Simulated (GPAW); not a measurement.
The system is AlN.

```
CELL_PARAMETERS angstrom
0.00000 2.18399 2.18399
2.18399 0.00000 2.18399
2.18399 2.18399 0.00000
ATOMIC_POSITIONS crystal
Al 0.00000 0.00000 0.00000
N 0.75000 0.75000 0.75000
```

Measurements of this composition are mostly on another form, of space group No. 186.

Base run:

| Quantity | Value |
| --- | --- |
| Program | GPAW 26.7.0 |
| Functional | revTPSS |
| Potentials or basis | GPAW PAW data sets (gpaw-data 1.2.1) |
| Cutoff | 800 eV |
| Basis | pw |
| k mesh | 10 × 10 × 10 |
| Occupations | fermi-dirac, width 0.05 eV |
| Spin | no spin polarisation |

Its results: band gap on the k mesh 3.19 eV, indirect (least direct gap 4.12 eV).

Q: After a change of settings the same cell gave: band gap on the k mesh 3.65 eV, indirect (least direct gap 4.51 eV). Which change was it?
A. functional from revTPSS to SCAN
B. functional from revTPSS to r4SCAN; band points from 80 to 60
C. functional from revTPSS to vdW-DF
D. functional from revTPSS to LDA; potentials or basis from GPAW PAW data sets (gpaw-data 1.2.1) to the program's PAW data sets (release 1.2.1) made for this functional

A: C.

Not every run made on this cell is shown here.
